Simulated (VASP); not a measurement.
Here is the system:

```
CELL_PARAMETERS angstrom
      0.00000     2.99762     2.99762
      2.99762     0.00000     2.99762
      2.99762     2.99762     0.00000
ATOMIC_POSITIONS crystal
  Li 0.00000 0.00000 0.00000
  I  0.50000 0.50000 0.50000
```

Method: r2SCAN meta-GGA with spin-orbit coupling, VASP's PBE PAW potentials (set 64) (plane waves; VASP). Numerical set-up: 520 eV cut-off, 7×7×7 Γ-centred mesh, Gaussian smearing of 0.050 eV, potentials Li_sv I.

Give the energies of bands 5 to 17 at the high-symmetry points, in eV from the valence-band maximum.

| band | Γ | X | U | L | W |
|---|---|---|---|---|---|
| 5 | -1.07 | -3.41 | -3.10 | -3.45 | -2.96 |
| 6 | -1.07 | -3.41 | -3.10 | -3.45 | -2.96 |
| 7 | 0.00 | -1.81 | -2.29 | -0.95 | -2.37 |
| 8 | 0.00 | -1.81 | -2.29 | -0.95 | -2.37 |
| 9 | 0.00 | -1.31 | -1.22 | -0.31 | -1.55 |
| 10 | 0.00 | -1.31 | -1.22 | -0.31 | -1.55 |
| 11 | 4.89 | 4.74 | 5.21 | 4.93 | 6.50 |
| 12 | 4.89 | 4.74 | 5.21 | 4.93 | 6.50 |
| 13 | 8.51 | 5.60 | 7.38 | 6.48 | 7.19 |
| 14 | 8.51 | 5.60 | 7.38 | 6.48 | 7.19 |
| 15 | 8.51 | 10.92 | 8.77 | 6.52 | 8.18 |
| 16 | 8.51 | 10.92 | 8.77 | 6.52 | 8.18 |
| 17 | 8.57 | 11.37 | 9.90 | 10.60 | 8.35 |

The gap is indirect, 4.74 eV, from the valence maximum at Γ to the conduction minimum at X.

Measured: gap 6.40 eV (computed value off by -1.66 eV), as given by Aguado et al., (1998), arXiv:cond-mat/9809176.

The compound is LiI in the rock salt structure. It was relaxed first.
